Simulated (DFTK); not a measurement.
Runs of DFTK 0.8.2 on C. Symmetry: Fd-3m, No. 227, cubic system. The conventional cell has a = 3.567 Å, b = 3.567 Å, c = 3.567 Å, α = 90.00°, β = 90.00°, γ = 90.00°. C (site symmetry -43m) has 4 C at 1.54 Å as nearest neighbours. This isn't the form of C at room conditions, which is graphite.

```tsv
task	level	potentials or basis	cell	cutoff (eV)	gap on the mesh (eV)	pressure (GPa)
band structure	r2SCAN	SG15 1.2 (PBE)	as given	1225	4.27	-2.3
single point	PBEsol	dojo.nc.sr.pbesol.v0_4_1.standard.upf (PBEsol)	atoms moved at random, drawn with an rms of 0.05 Å	1116	3.15	-2.5
band structure	LDA	SG15 1.2 (PBE)	as given	1225	3.95	(b)
single point	PBEsol	dojo.nc.sr.pbesol.v0_4_1.standard.upf (PBEsol)	as given	1116	4.05	-3.2
band structure	BJ06	SG15 1.2 (PBE)	as given	1225	(c)	-
band structure	PBEsol	SG15 1.2 (PBE)	as given	1225	4.00	(a)
```

Alike in all rows: no spin polarisation; k mesh 13 × 13 × 13; smearing fermi-dirac 0.05 eV.

Fill in the values left out.

(a) -2.7; (b) -2.9; (c) 4.10.

Caveats: the potentials were made for another functional, which shifts forces and pressure (some runs); an odd mesh through Γ misses points on the zone boundary, where band edges often lie (some runs); the program leaves the constant c of mgga_x_tb09 at 1, so the potential is Becke-Johnson's (BJ06) and not Tran and Blaha's, with levels but no total energy (some runs).
